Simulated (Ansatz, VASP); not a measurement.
# Two plane-wave programs on InP

POSCAR

```
InP
1.0
    0.0000000000      2.9537876370      2.9537876370
    2.8536542361      0.0000000000      2.9537876370
    2.8536542361      2.9537876370      0.0000000000
In P
1 1
Direct
    0.0000000000      0.0000000000      0.0000000000
    0.2500000000      0.2500000000      0.2500000000
```

The input INCAR.step1:

```
PREC = Accurate ; ENCUT = 520
ISMEAR = 0 ; SIGMA = 0.01
LREAL = False ; LASPH = True
NELM = 60 ; NBANDS = 16
GGA = PE ; ALGO = Normal
EDIFF = 1E-4 ; LWAVE = True
LCHARG = False
```

The input INCAR.step2:

```
PREC = Accurate ; ENCUT = 520
EDIFF = 1E-7 ; ISMEAR = 0
SIGMA = 0.01 ; LREAL = False
LASPH = True ; NELM = 60
ALGO = Normal ; ISIF = 2
LWAVE = False ; LCHARG = False
METAGGA = R2SCAN ; LMIXTAU = True
NBANDS = 16 ; ISTART = 1
```

Contents of KPOINTS:

```
Automatic mesh
0
Gamma
  8 8 8
```

Input for Ansatz:

```yaml
crystal:
  lattice:
    - [0.0, 2.953787637, 2.953787637]
    - [2.8536542361, 0.0, 2.953787637]
    - [2.8536542361, 2.953787637, 0.0]
  atoms:
    - { symbol: In, position: [0.0, 0.0, 0.0] }
    - { symbol: P, position: [0.25, 0.25, 0.25] }
kpoints:
  mp_grid: { grid: [8, 8, 8] }
  band_path:
    path:
      - [0.0, 0.0, 0.0]
      - [-0.5, -0.5, 0.0]
      - [-0.375, -0.375, 0.25]
      - [-0.375, 0.0, 0.375]
      - [0.0, 0.0, 0.5]
      - [-0.5, -0.25, 0.25]
    npoints: 1
hamiltonian:
  xc: r2scan
scf:
  occupations: { method: fixed }
  n_extra_bands: 4
output:
  forces: true
  stress: true
  eigenvalues: true
```

Change from the starting cell: uniaxial_x strain -3.4%.

Alike in both runs: task single point; functional r2SCAN; k mesh 8 × 8 × 8; no spin polarisation.

|  | VASP | Ansatz |
| --- | --- | --- |
| version | VASP 6.6.1 | Ansatz 0.2.0 |
| potentials or method | VASP PAW PBE potentials, release 64 (In_d, P) | plane waves, PAW |
| plane-wave cutoff (eV) | 520 | 500 |
| occupations | gaussian, width 0.01 eV | fixed |
| valence electrons in the cell | 18 | 18 |

|  | VASP | Ansatz | Ansatz less VASP |
| --- | --- | --- | --- |
| gap on the k mesh at the Fermi level (eV) | 1.12 | 1.11 | -0.004 |
| pressure (GPa) | 2.4 | 2.5 | +0.12 |
| largest component of the traceless stress (GPa) | 0.93 | 0.92 | -0.010 |

Caveats: the PAW data sets were made with another functional, which shifts forces and pressure a little (VASP); spin-orbit coupling is left out, which moves the levels of the heavy elements.
